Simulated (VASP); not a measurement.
Crystal: CdTe.

```
CELL_PARAMETERS angstrom
0.00000 3.24767 3.24767
3.24767 0.00000 3.24767
3.24767 3.24767 0.00000
ATOMIC_POSITIONS crystal
Cd 0.00000 0.00000 0.00000
Te 0.75000 0.75000 0.75000
```

The cell is a database's computed one.

Program: VASP 6.6.1. Alike in all runs: task band structure; potentials or basis VASP PAW PBE potentials, release 64 (Cd, Te); no spin polarisation; cell as given; k mesh 10 × 10 × 10; cutoff (eV) 520; smearing gaussian 0.02 eV.

Problem. Order these runs on this cell by their band gap on the k mesh, lowest first.
A. level PBEsol
B. level r2SCAN
C. level TB-mBJ

Solution. A (0.64 eV), B (1.25 eV), C (1.80 eV).

Caveats: spin-orbit coupling is left out, which moves the levels of the heavy elements.

